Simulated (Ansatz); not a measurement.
CaF₂ under several functionals and dispersion corrections (calculated)

Starting cell:

```
Ca F
1.0
     0.00000    2.73125    2.73125
     2.73125    0.00000    2.73125
     2.73125    2.73125    0.00000
Ca F
1 2
Direct
  0.00000 0.00000 0.00000
  0.25000 0.25000 0.25000
  0.75000 0.75000 0.75000
```

Ansatz, plane waves and PAW, scalar-relativistic (no spin–orbit coupling), 8×8×8 k-mesh. No spin polarisation. In the setting of the table the starting cell (space group Fm-3m) has 3.863 × 3.863 × 3.863 Å, angles 60.0 / 60.0 / 60.0°. Each functional was followed to zero pressure by scaling the cell, shape and atoms held, then fitted over four more volumes within ±4 % of it.

**Question.** What cell, stiffness and gap does each give?

**Answer.** 
```tsv
functional	V0 (Å³/atom)	cell	B0 (GPa)	B′ from the pressures	gap on the mesh	cutoff (eV)
PBEsol	13.27	3.833 × 3.833 × 3.833 Å, angles 60.0 / 60.0 / 60.0°	86	4.5	7.25 eV	420
mr2SCAN	13.41	3.846 × 3.846 × 3.846 Å, angles 60.0 / 60.0 / 60.0°	89	4.5	8.03 eV	500
r2SCAN + D4	13.33	3.839 × 3.839 × 3.839 Å, angles 60.0 / 60.0 / 60.0°	91	4.5	8.07 eV	500
r2SCAN + D3(BJ)-ATM	13.30	3.836 × 3.836 × 3.836 Å, angles 60.0 / 60.0 / 60.0°	91	4.5	8.08 eV	500
PBE + D3(BJ)	13.63	3.868 × 3.868 × 3.868 Å, angles 60.0 / 60.0 / 60.0°	82	4.4	7.28 eV	420
```

The volumes span 2.7 %, from PBEsol to PBE + D3(BJ). The stiffness doesn't follow the volume steadily: stiffest r2SCAN + D4 (91 GPa at 13.33 Å³/atom) and r2SCAN + D3(BJ)-ATM (91 GPa at 13.30 Å³/atom), softest PBE + D3(BJ) (82 GPa at 13.63 Å³/atom), yet r2SCAN + D3(BJ)-ATM is stiffer than PBEsol in a larger cell (91 against 86 GPa).

Caveats: gaps at these levels are rough, and mostly too small.

Points behind the fit for r2SCAN + D4:

```tsv
V (Å³/atom)	E − Emin (meV/atom)	P (GPa)
12.801	6.51	4.06
13.068	1.56	1.92
13.335	0.00	0.00
13.601	1.45	-1.72
13.868	5.61	-3.26
```
